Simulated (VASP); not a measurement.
The system is BN (Qingsongite).

```xyz
2
Lattice="0.0000 1.8075 1.8075 1.8075 0.0000 1.8075 1.8075 1.8075 0.0000" Properties=species:S:1:pos:R:3 pbc="T T T"
B     0.0000    0.0000    0.0000
N     0.9038    0.9038    0.9038
```

| Property | Result |
| --- | --- |
| Program | VASP 6.6.1 |
| Task | relaxation of cell and atoms |
| Functional | LDA |
| Potentials or basis | VASP PAW LDA potentials, release 64 (B, N) |
| Cutoff | 600 eV |
| k mesh | 14 × 14 × 14 |
| Occupations | gaussian, width 0.03 eV |
| Spin | no spin polarisation |

At the start: pressure -10.3 GPa; volume 5.91 Å³/atom.

**Question.** How do energy, volume and symmetry change on relaxing?

**Answer.** Over 3 steps the energy falls by 5.2 meV/atom and the volume is 5.75 Å³/atom (-2.7 %); space group F-43m (No. 216, to 0.05 Å).

Step by step:
```
step  energy change (eV)  largest force (eV/Å)  pressure (GPa)  volume (Å³)
   1              0.0000                0.0000          -10.29        11.81
   2              0.0014                0.0000           12.01        11.17
   3             -0.0104                0.0000           -0.06        11.50
```

Final structure:
```
CELL_PARAMETERS angstrom
0.00000 1.79137 1.79137
1.79137 0.00000 1.79137
1.79137 1.79137 0.00000
ATOMIC_POSITIONS crystal
B 0.00000 0.00000 0.00000
N 0.25000 0.25000 0.25000
```
